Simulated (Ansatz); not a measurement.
The system is Ga.

```
Ga
1.0
     3.81696   -2.32663    0.00000
     3.81696    2.32663    0.00000
     0.00000    0.00000    4.48825
Ga
4
Direct
  0.66555 0.00969 0.25000
  0.00969 0.66555 0.75000
  0.33445 0.99031 0.75000
  0.99031 0.33445 0.25000
```

This isn't the form of Ga at room conditions, which is orthorhombic.

| Item | Value |
| --- | --- |
| Program | Ansatz 0.2.0 |
| Task | single point |
| Functional | PBEsol |
| Potentials or basis | all-electron LAPW, scalar-relativistic |
| Cutoff | 313 eV (chosen from the basis error) |
| Basis error allowed | 0.001 eV/atom |
| k mesh | 7 × 7 × 6 |
| Occupations | fermi-dirac, width 0.05 eV |
| Spin | no spin polarisation |

On this cell: pressure -0.1 GPa; largest force 0.030 eV/Å; band gap on the k mesh none (metal or under the smearing width).

The same run follows on a disturbed copy (atoms moved at random, drawn with an rms of 0.05 Å):

```xyz
4
Lattice="3.8170 -2.3266 0.0000 3.8170 2.3266 0.0000 0.0000 0.0000 4.4883" Properties=species:S:1:pos:R:3 pbc="T T T"
Ga    2.5878   -1.5051    1.0801
Ga    2.5623    1.5580    3.3637
Ga    5.0115    1.5383    3.3472
Ga    5.0483   -1.5281    1.1012
```

Question: What does the disturbed cell give?

Answer: The energy (extrapolated to zero smearing) moves by +2.6 meV/atom; pressure 0.0 GPa; largest force 0.289 eV/Å; band gap on the k mesh none (metal or under the smearing width).

Forces on the atoms (eV/Å):
```
Ga  -0.204  0.004  0.110
Ga  -0.256 -0.081 -0.108
Ga   0.278 -0.014 -0.075
Ga   0.182  0.091  0.074
```

Stress tensor (GPa, compression positive):
```
 1.28 -0.17  0.00
-0.17 -0.79  0.10
 0.00  0.10 -0.55
```
